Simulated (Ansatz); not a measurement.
# SnSe (Pm-3m): from the listed cell to zero pressure

Where does the pressure of SnSe (Pm-3m) vanish?

Computed with Ansatz 0.2.0 (DFT r²SCAN, scalar-relativistic, plane waves, PAW, unless a step's input says otherwise).

The runs add the D3(BJ) dispersion term to the functional named.

**1. Starting point**

It takes space group Pm-3m (No. 221, cubic). The conventional cell has a = 3.608 Å, b = 3.608 Å, c = 3.608 Å, α = 90.00°, β = 90.00°, γ = 90.00°. Around Se (site symmetry m-3m) lie 8 Sn at 3.12 Å. Around Sn (site symmetry m-3m) lie 8 Se at 3.12 Å.

Structure file:

```cif
data_structure
_symmetry_space_group_name_H-M 'Pm-3m'
_symmetry_Int_Tables_number 221
_cell_length_a 3.6076
_cell_length_b 3.6076
_cell_length_c 3.6076
_cell_angle_alpha 90.000
_cell_angle_beta 90.000
_cell_angle_gamma 90.000
_cell_volume 46.95
loop_
_atom_site_label
_atom_site_type_symbol
_atom_site_symmetry_multiplicity
_atom_site_Wyckoff_symbol
_atom_site_fract_x
_atom_site_fract_y
_atom_site_fract_z
_atom_site_occupancy
Se1 Se 1 a 0.00000 0.00000 0.00000 1
Sn1 Sn 1 b 0.50000 0.50000 0.50000 1
```

**2. First run, at the start cell**

Contents of input.yaml:

```yaml
crystal:
  lattice:
    - [3.60755163, 0.0, 0.0]
    - [0.0, 3.60755163, 0.0]
    - [0.0, 0.0, 3.60755163]
  atoms:
    - { symbol: Se, position: [0.0, 0.0, 0.0] }
    - { symbol: Sn, position: [0.5, 0.5, 0.5] }
basis:
  ecutwfc: 420
  ecutrho_ratio: 4
kpoints:
  mp_grid: { grid: [6, 6, 6] }
hamiltonian:
  xc: pbe
  dispersion: d3bj
scf:
  occupations: { method: gaussian, width: 0.05 }
output:
  forces: true
  stress: true
  eigenvalues: true
```

Run with:

```
$ ansatz run input.yaml --threads 1 --pin off --max-ram 2560MiB --backend cpu --events-out ev --progress --plain --runs-dir out
```

Log, cut to the lines that bear on the results:

```text
Warning: RAYON_NUM_THREADS=1 ignored (pool sized by the plan → 1); use --threads N
[...]
Pseudopotentials: kind: paw
Pseudopotential: Se, paw, valence charge 16, recommended cutoff 420 eV (normal), Se.paw.azcp
Pseudopotential: Sn, paw, valence charge 14, recommended cutoff 420 eV (normal), Sn.paw.azcp
Functional definition: PBE
[...]
Crystal: 2 atoms, lattice volume = 46.950 Å³
Basis set: ecut = 420 eV, 925 PW (Γ), exchange–correlation on 50×50×50 points (8 copies of the dense FFT grid, shifted against one another)
Bands: 19, of which v1, the nominal top of the filled ones, is band 15 counted from 1 (14 counted from 0)
Symmetry: 48 space group operations
Space group: Pm-3m (ITA 221), of the structure as read, at distance tolerance 3.6e-5 Å
k-points: 20 of 216
[...]
SCF iter   1: F=—  HF=-11494.434034 eV  |F-HF|=—  |Δ(HF+E_count)|=         —  Δρ=1.13e-3  dr2=4.11e-4  ethr=1.77e-3  ⟨swp⟩=6.2  Hψ=1869  notcnv=0
[...]
SCF iter   6: F=-11494.433300 eV  HF=-11494.433300 eV  |F-HF|=3.60e-10  |Δ(HF+E_count)|=  1.96e-10  Δρ=1.93e-6  dr2=1.22e-9  ethr=6.61e-11  ⟨swp⟩=2.2  Hψ=1361  notcnv=0
[...]
SCF converged after 6 iterations
Free energy (F): -11494.433300 eV
[...]
E sigma→0 (E₀):  -11494.431871 eV
Entropy (-TS):   -0.002860 eV (-1.430 meV/atom)
Fermi energy:    10.957854 eV
[...]
--- Forces (eV/Å), atoms counted from 1 ---
  atom   1  Se    -0.00000000     0.00000000     0.00000000
  atom   2  Sn     0.00000000     0.00000000     0.00000000
[...]
--- Stress (GPa, compression-positive) ---
        1.166576       0.000000       0.000000
        0.000000       1.166576       0.000000
        0.000000       0.000000       1.166576
  P = ⅓ Tr σ = 1.1666 GPa (11.666 kbar)
--- Band table (eV; the first three rows and the last of 20) ---
  k-point 0: bands = ["-36.3573", "-36.3573", "-36.3569", "-36.3569", "-36.3569", "-10.6490", "-10.6490", "-10.5592", "-10.5592", "-10.5592", "-3.1097", "5.3648", "8.9557", "8.9557", "8.9557", "15.2502", "15.2502", "17.4283", "17.4283"]
[...]
```

Wall time 1.4 s (1 thread of AMD EPYC 9R45 (Zen 5), shared host); peak memory 0.37 GiB.

This gives: volume 23.475 Å³/atom, pressure 1.17 GPa, a metal on this mesh.

**3. Next volume, run 2**

input.yaml, as its differences from that of step 2:

```diff
@@ -2,5 +2,5 @@
   lattice:
-    - [3.60755163, 0.0, 0.0]
-    - [0.0, 3.60755163, 0.0]
-    - [0.0, 0.0, 3.60755163]
+    - [3.616879677, 0.0, 0.0]
+    - [0.0, 3.616879677, 0.0]
+    - [0.0, 0.0, 3.616879677]
   atoms:
```

Run with:

```
$ ansatz run input.yaml --threads 1 --pin off --max-ram 2560MiB --backend cpu --events-out ev --progress --plain --runs-dir out
```

Log, cut to the lines that bear on the results:

```text
Warning: RAYON_NUM_THREADS=1 ignored (pool sized by the plan → 1); use --threads N
[...]
[... 4 set-up lines as earlier in the session ...]
[...]
Crystal: 2 atoms, lattice volume = 47.315 Å³
Basis set: ecut = 420 eV, 925 PW (Γ), exchange–correlation on 50×50×50 points (8 copies of the dense FFT grid, shifted against one another)
Bands: 19, of which v1, the nominal top of the filled ones, is band 15 counted from 1 (14 counted from 0)
[... 2 set-up lines as earlier in the session ...]
k-points: 20 of 216
[...]
SCF iter   1: F=—  HF=-11494.436085 eV  |F-HF|=—  |Δ(HF+E_count)|=         —  Δρ=1.08e-3  dr2=3.49e-4  ethr=1.77e-3  ⟨swp⟩=6.2  Hψ=1862  notcnv=0
[...]
SCF iter   6: F=-11494.435385 eV  HF=-11494.435385 eV  |F-HF|=3.49e-10  |Δ(HF+E_count)|=   2.06e-9  Δρ=1.47e-6  dr2=6.77e-10  ethr=6.45e-11  ⟨swp⟩=2.2  Hψ=1406  notcnv=0
[...]
SCF converged after 6 iterations
Free energy (F): -11494.435385 eV
[...]
E sigma→0 (E₀):  -11494.433954 eV
Entropy (-TS):   -0.002862 eV (-1.431 meV/atom)
Fermi energy:    10.820121 eV
[...]
--- Forces (eV/Å), atoms counted from 1 ---
  atom   1  Se     0.00000000    -0.00000000     0.00000000
  atom   2  Sn     0.00000000    -0.00000000    -0.00000000
[...]
--- Stress (GPa, compression-positive) ---
        0.656712       0.000000      -0.000000
        0.000000       0.656712       0.000000
        0.000000       0.000000       0.656712
  P = ⅓ Tr σ = 0.6567 GPa (6.567 kbar)
--- Band table (eV; the first three rows and the last of 20) ---
  k-point 0: bands = ["-36.4701", "-36.4701", "-36.4697", "-36.4697", "-36.4697", "-10.7735", "-10.7735", "-10.6860", "-10.6860", "-10.6860", "-3.1784", "5.2183", "8.8521", "8.8521", "8.8521", "15.1418", "15.1418", "17.2447", "17.2447"]
[...]
```

Wall time 0.59 s (1 thread of AMD EPYC 9R45 (Zen 5), shared host); peak memory 0.37 GiB.

Result: volume 23.658 Å³/atom, pressure 0.66 GPa, no gap.

**4. Volume adjusted, run 3**

input.yaml, as its differences from that of step 3:

```diff
@@ -2,5 +2,5 @@
   lattice:
-    - [3.616879677, 0.0, 0.0]
-    - [0.0, 3.616879677, 0.0]
-    - [0.0, 0.0, 3.616879677]
+    - [3.6294322755, 0.0, 0.0]
+    - [0.0, 3.6294322755, 0.0]
+    - [0.0, 0.0, 3.6294322755]
   atoms:
```

Run with:

```
$ ansatz run input.yaml --threads 1 --pin off --max-ram 2560MiB --backend cpu --events-out ev --progress --plain --runs-dir out
```

Log, cut to the lines that bear on the results:

```text
Warning: RAYON_NUM_THREADS=1 ignored (pool sized by the plan → 1); use --threads N
[...]
[... 4 set-up lines as earlier in the session ...]
[...]
Crystal: 2 atoms, lattice volume = 47.810 Å³
Basis set: ecut = 420 eV, 925 PW (Γ), exchange–correlation on 50×50×50 points (8 copies of the dense FFT grid, shifted against one another)
Bands: 19, of which v1, the nominal top of the filled ones, is band 15 counted from 1 (14 counted from 0)
[... 2 set-up lines as earlier in the session ...]
k-points: 20 of 216
[...]
SCF iter   1: F=—  HF=-11494.437075 eV  |F-HF|=—  |Δ(HF+E_count)|=         —  Δρ=1.03e-3  dr2=2.98e-4  ethr=1.77e-3  ⟨swp⟩=6.4  Hψ=1879  notcnv=0
[...]
SCF iter   6: F=-11494.436382 eV  HF=-11494.436382 eV  |F-HF|=6.31e-10  |Δ(HF+E_count)|=   2.46e-9  Δρ=1.89e-6  dr2=1.18e-9  ethr=3.21e-11  ⟨swp⟩=2.2  Hψ=1345  notcnv=0
[...]
SCF converged after 6 iterations
Free energy (F): -11494.436382 eV
[...]
E sigma→0 (E₀):  -11494.434951 eV
Entropy (-TS):   -0.002862 eV (-1.431 meV/atom)
Fermi energy:    10.637201 eV
[...]
--- Forces (eV/Å), atoms counted from 1 ---
  atom   1  Se    -0.00000000     0.00000000     0.00000000
  atom   2  Sn    -0.00000000     0.00000000     0.00000000
[...]
--- Stress (GPa, compression-positive) ---
       -0.000145       0.000000       0.000000
        0.000000      -0.000145       0.000000
        0.000000       0.000000      -0.000145
  P = ⅓ Tr σ = -0.0001 GPa (-0.001 kbar)
--- Band table (eV; the first three rows and the last of 20) ---
  k-point 0: bands = ["-36.6201", "-36.6201", "-36.6197", "-36.6197", "-36.6197", "-10.9397", "-10.9397", "-10.8550", "-10.8550", "-10.8550", "-3.2700", "5.0237", "8.7144", "8.7144", "8.7144", "14.9977", "14.9977", "17.0007", "17.0007"]
[...]
```

It took 0.58 s on 1 thread of AMD EPYC 9R45 (Zen 5), shared host; peak memory 0.36 GiB.

In short: volume 23.905 Å³/atom, pressure 0.00 GPa, metallic.

**5. Another level, run 4**

input.yaml, as its differences from that of step 4:

```diff
@@ -9,8 +9,8 @@
 basis:
-  ecutwfc: 420
+  ecutwfc: 500
   ecutrho_ratio: 4
 kpoints:
-  mp_grid: { grid: [6, 6, 6] }
+  mp_grid: { grid: [10, 10, 10] }
 hamiltonian:
-  xc: pbe
+  xc: r2scan
   dispersion: d3bj
```

Run with:

```
$ ansatz run input.yaml --threads 1 --pin off --max-ram 2560MiB --backend cpu --events-out ev --progress --plain --runs-dir out
```

Log, cut to the lines that bear on the results:

```text
Warning: the engine holds no damping parameters fitted to this dispersion correction and functional, so the run takes those fitted to r2scan beside the three-body term, which d3bj leaves out (hamiltonian.dispersion, under Limitations)
Warning: RAYON_NUM_THREADS=1 ignored (pool sized by the plan → 1); use --threads N
[...]
[... 1 set-up line as earlier in the session ...]
Pseudopotential: Se, paw, valence charge 16, recommended cutoff 500 eV (meta_gga), Se.paw.azcp
Pseudopotential: Sn, paw, valence charge 14, recommended cutoff 500 eV (meta_gga), Sn.paw.azcp
Functional definition: r2SCAN
[...]
Crystal: 2 atoms, lattice volume = 47.810 Å³
Basis set: ecut = 500 eV, 1213 PW (Γ), exchange–correlation on 108×108×108 points (64 copies of the dense FFT grid, shifted against one another)
Bands: 19, of which v1, the nominal top of the filled ones, is band 15 counted from 1 (14 counted from 0)
[... 2 set-up lines as earlier in the session ...]
k-points: 56 of 1000
[...]
SCF iter   1: F=—  HF=-11517.335050 eV  |F-HF|=—  |Δ(HF+E_count)|=         —  Δρ=5.07e-3  dr2=1.89e-2  dr2_τ=2.30e-3  ethr=1.77e-3  ⟨swp⟩=6.1  Hψ=5275  notcnv=0
[...]
SCF iter   7: F=-11517.353030 eV  HF=-11517.353030 eV  |F-HF|=9.32e-9  |Δ(HF+E_count)|=   3.97e-7  Δρ=9.04e-6  dr2=5.82e-8  dr2_τ=1.65e-9  ethr=3.33e-10  ⟨swp⟩=6.1  Hψ=4765  notcnv=0
[...]
SCF converged after 7 iterations
Free energy (F): -11517.353030 eV
[...]
E sigma→0 (E₀):  -11517.352388 eV
Entropy (-TS):   -0.001285 eV (-0.642 meV/atom)
Fermi energy:    10.562705 eV
[...]
--- Forces (eV/Å), atoms counted from 1 ---
  atom   1  Se     0.00000000    -0.00000000     0.00000000
  atom   2  Sn     0.00000000     0.00000000     0.00000000
[...]
--- Stress (GPa, compression-positive) ---
        0.247801       0.000000       0.000000
        0.000000       0.247801       0.000000
        0.000000       0.000000       0.247801
  P = ⅓ Tr σ = 0.2478 GPa (2.478 kbar)
--- Band table (eV; the first three rows and the last of 56) ---
  k-point 0: bands = ["-37.5985", "-37.5985", "-37.5985", "-37.5982", "-37.5982", "-11.8373", "-11.8373", "-11.7496", "-11.7496", "-11.7496", "-3.9919", "4.9104", "8.4011", "8.4011", "8.4011", "15.3965", "15.3965", "17.2292", "17.2292"]
[...]
```

It took 2.8 s on 1 thread of AMD EPYC 9R45 (Zen 5), shared host; peak memory 0.5 GiB.

In short: volume 23.905 Å³/atom, pressure 0.25 GPa, no gap.

**6. Next volume, run 5**

input.yaml, as its differences from that of step 5:

```diff
@@ -2,5 +2,5 @@
   lattice:
-    - [3.6294322755, 0.0, 0.0]
-    - [0.0, 3.6294322755, 0.0]
-    - [0.0, 0.0, 3.6294322755]
+    - [3.6342650805, 0.0, 0.0]
+    - [0.0, 3.6342650805, 0.0]
+    - [0.0, 0.0, 3.6342650805]
   atoms:
```

Run with:

```
$ ansatz run input.yaml --threads 1 --pin off --max-ram 2560MiB --backend cpu --events-out ev --progress --plain --runs-dir out
```

Log, cut to the lines that bear on the results:

```text
Warning: the engine holds no damping parameters fitted to this dispersion correction and functional, so the run takes those fitted to r2scan beside the three-body term, which d3bj leaves out (hamiltonian.dispersion, under Limitations)
Warning: RAYON_NUM_THREADS=1 ignored (pool sized by the plan → 1); use --threads N
[...]
[... 4 set-up lines as earlier in the session ...]
[...]
Crystal: 2 atoms, lattice volume = 48.001 Å³
Basis set: ecut = 500 eV, 1213 PW (Γ), exchange–correlation on 108×108×108 points (64 copies of the dense FFT grid, shifted against one another)
Bands: 19, of which v1, the nominal top of the filled ones, is band 15 counted from 1 (14 counted from 0)
[... 2 set-up lines as earlier in the session ...]
k-points: 56 of 1000
[...]
SCF iter   1: F=—  HF=-11517.335931 eV  |F-HF|=—  |Δ(HF+E_count)|=         —  Δρ=5.15e-3  dr2=2.00e-2  dr2_τ=2.32e-3  ethr=1.77e-3  ⟨swp⟩=6.1  Hψ=5279  notcnv=0
[...]
SCF iter   7: F=-11517.353206 eV  HF=-11517.353206 eV  |F-HF|=1.27e-8  |Δ(HF+E_count)|=   4.20e-7  Δρ=9.42e-6  dr2=6.55e-8  dr2_τ=1.79e-9  ethr=3.33e-10  ⟨swp⟩=6.1  Hψ=4777  notcnv=0
[...]
SCF converged after 7 iterations
Free energy (F): -11517.353206 eV
[...]
E sigma→0 (E₀):  -11517.352559 eV
Entropy (-TS):   -0.001295 eV (-0.647 meV/atom)
Fermi energy:    10.500359 eV
[...]
--- Forces (eV/Å), atoms counted from 1 ---
  atom   1  Se     0.00000000     0.00000000     0.00000000
  atom   2  Sn     0.00000000    -0.00000000    -0.00000000
[...]
--- Stress (GPa, compression-positive) ---
        0.046602       0.000000       0.000000
        0.000000       0.046602       0.000000
        0.000000       0.000000       0.046602
  P = ⅓ Tr σ = 0.0466 GPa (0.466 kbar)
--- Band table (eV; the first three rows and the last of 56) ---
  k-point 0: bands = ["-37.6506", "-37.6506", "-37.6506", "-37.6503", "-37.6503", "-11.9020", "-11.9020", "-11.8154", "-11.8154", "-11.8154", "-4.0240", "4.8350", "8.3505", "8.3505", "8.3505", "15.3419", "15.3419", "17.1343", "17.1343"]
[...]
```

It took 2.7 s on 1 thread of AMD EPYC 9R45 (Zen 5), shared host; peak memory 0.5 GiB.

Read off: volume 24.000 Å³/atom, pressure 0.05 GPa, a metal on this mesh.

**7. The runs together**

```tsv
run	functional	volume (Å³/atom)	pressure (GPa)	energy from the first of its functional (meV/atom)	k mesh
1	PBE	23.475	1.17	0.0	6×6×6
2	PBE	23.658	0.66	-1.0	6×6×6
3	PBE	23.905	0.00	-1.5	6×6×6
4	r2SCAN	23.905	0.25	0.0	10×10×10
5	r2SCAN	24.000	0.05	-0.1	10×10×10
```

The functional changes along the chain: a cheaper one finds the volume first.

**8. Summary of results**

```
         quantity                                                                      value
           volume                                                             24.000 Å³/atom
         pressure                                                                   0.05 GPa
conventional cell  a = 3.634 Å, b = 3.634 Å, c = 3.634 Å, α = 90.00°, β = 90.00°, γ = 90.00°
  gap on the mesh                                                               none (metal)
```

What this shows: The volume went from 23.48 to 24.00 Å³/atom (+2.2 %), where 0.05 GPa is left. Spin–orbit coupling is left out, though the cell holds Sn; it can open a gap where p bands cross.
